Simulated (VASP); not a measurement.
## InP: single point with SVWN5

**Experimental background.**

From a printed reference work, data compilation, for a bulk crystal of InP at 1.6 K: band gap 1.4236 eV (direct).

InP:

```
In P
1.0
     0.00000    2.94991    2.94991
     2.94991    0.00000    2.94991
     2.94991    2.94991    0.00000
In P
1 1
Direct
  0.00000 0.00000 0.00000
  0.75000 0.75000 0.75000
```

```yaml
Program: VASP 6.6.1
Task: single point
Functional: SVWN5
Potentials_or_basis: VASP PAW PBE potentials, release 64 (In_d, P)
Cutoff: 520 eV
k_mesh: 8 × 8 × 8
Occupations: fermi-dirac, width 0.05 eV
Spin: no spin polarisation
```

| Quantity | Value |
| --- | --- |
| Pressure | -2.5 GPa |
| Band gap on the k mesh | 0.38 eV, direct |

Levels at points of the mesh, in eV from the valence-band top:
| k point | band 5 | band 6 | band 7 | band 8 | band 9 | band 10 | band 11 | band 12 | band 13 | band 14 |
| --- | --- | --- | --- | --- | --- | --- | --- | --- | --- | --- |
| (0.00, 0.00, 0.00) | -13.97 | -11.43 | 0.00 | 0.00 | 0.00 | 0.38 | 3.97 | 3.97 | 3.97 | 8.16 |
| (0.50, 0.00, 0.00) | -13.96 | -9.74 | -5.74 | -0.96 | -0.96 | 1.26 | 4.71 | 4.71 | 6.86 | 9.14 |
| (0.50, 0.50, 0.00) | -13.94 | -9.09 | -5.80 | -2.30 | -2.30 | 1.64 | 2.12 | 8.88 | 9.30 | 9.30 |

Wall time 16 s on 1 thread of Intel(R) Xeon(R) Platinum 8259CL CPU @ 2.50GHz (Skylake/Cascade Lake), with other jobs on the host, peak memory 0.16 GiB.

Against the measured gap of InP, 1.4236 eV (direct; 1.6 K; a printed reference work, data compilation), the calculated 0.38 eV is off by -1.05 eV. So large a miss can be the level of theory's own, or it may mean another phase, state or a wrong row. Spin-orbit coupling on In is left out. The value is that of SVWN5, without temperature or zero-point motion.

Caveat: the PAW data sets were made with another functional, which shifts forces and pressure a little; spin-orbit coupling is left out, which moves the levels of the heavy elements.
